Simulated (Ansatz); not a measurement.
## Computed energy over volume and axial ratio: LiI (rock salt)

LiI (rock salt)

```xyz
2
Lattice="0.0000 3.0095 3.0095 3.0095 0.0000 3.0095 3.0095 3.0095 0.0000" Properties=species:S:1:pos:R:3 pbc="T T T"
I      0.0000     0.0000     0.0000
Li     3.0095     3.0095     3.0095
```

Two coordinates are scanned: the volume, and the ratio of the stretch along z (the conventional c axis) to the stretch across it. Atoms keep their fractional coordinates.

The numbers are results of PBE (plane waves to 420 eV, PAW, scalar-relativistic; Ansatz, a program for electronic structure), not measurements. k mesh 10×10×10 (Γ-centred), Fermi-Dirac smearing 0.05 eV. E stands for the smeared free energy. Stress and pressure are positive under compression. LiI was relaxed with its symmetry unable to fall. Spin-orbit coupling is left out, though I is heavy. The zero of ΔE is the relaxed starting cell.

ΔE (kJ/mol of atoms), with V/V₀ across and (c/a)/(c/a)₀ down:

```tsv
(c/a)/(c/a)₀ \ V/V₀	0.960	0.973	0.987	1.000	1.013	1.027	1.040
0.960	0.52	0.35	0.24	0.19	0.20	0.27	0.38
0.973	0.39	0.22	0.12	0.08	0.10	0.18	0.30
0.987	0.31	0.15	0.05	0.02	0.05	0.12	0.25
1.000	0.28	0.12	0.03	0.00	0.03	0.11	0.24
1.013	0.31	0.15	0.05	0.02	0.04	0.12	0.25
1.027	0.38	0.21	0.11	0.07	0.09	0.17	0.29
1.040	0.49	0.32	0.21	0.16	0.18	0.24	0.36
```

σzz (GPa), with V/V₀ across and (c/a)/(c/a)₀ down:

| (c/a)/(c/a)₀ \ V/V₀ | 0.960 | 0.973 | 0.987 | 1.000 | 1.013 | 1.027 | 1.040 |
|---|---|---|---|---|---|---|---|
| 0.960 | 1.73 | 1.35 | 0.99 | 0.66 | 0.35 | 0.06 | -0.21 |
| 0.973 | 1.42 | 1.06 | 0.72 | 0.41 | 0.12 | -0.15 | -0.40 |
| 0.987 | 1.14 | 0.80 | 0.49 | 0.20 | -0.08 | -0.33 | -0.57 |
| 1.000 | 0.89 | 0.57 | 0.28 | 0.01 | -0.25 | -0.49 | -0.71 |
| 1.013 | 0.67 | 0.37 | 0.10 | -0.16 | -0.40 | -0.62 | -0.83 |
| 1.027 | 0.48 | 0.20 | -0.06 | -0.30 | -0.53 | -0.74 | -0.93 |
| 1.040 | 0.30 | 0.04 | -0.20 | -0.43 | -0.64 | -0.83 | -1.01 |

What the scan shows:

The shear modulus C′ = (C11 − C12)/2 (fit, atoms clamped) comes out as 10.0 GPa. Lowest place on the grid: V/V₀ = 1.000, (c/a)/(c/a)₀ = 1.000 (0.0 meV/atom). Highest place on the grid: V/V₀ = 0.960, (c/a)/(c/a)₀ = 0.960 (5.4 meV/atom).

The 49 points together took about 4 core-minutes (a rough figure).

(A scan under strain: stresses follow from slopes of the energy per volume, elastic moduli from its curvatures.)
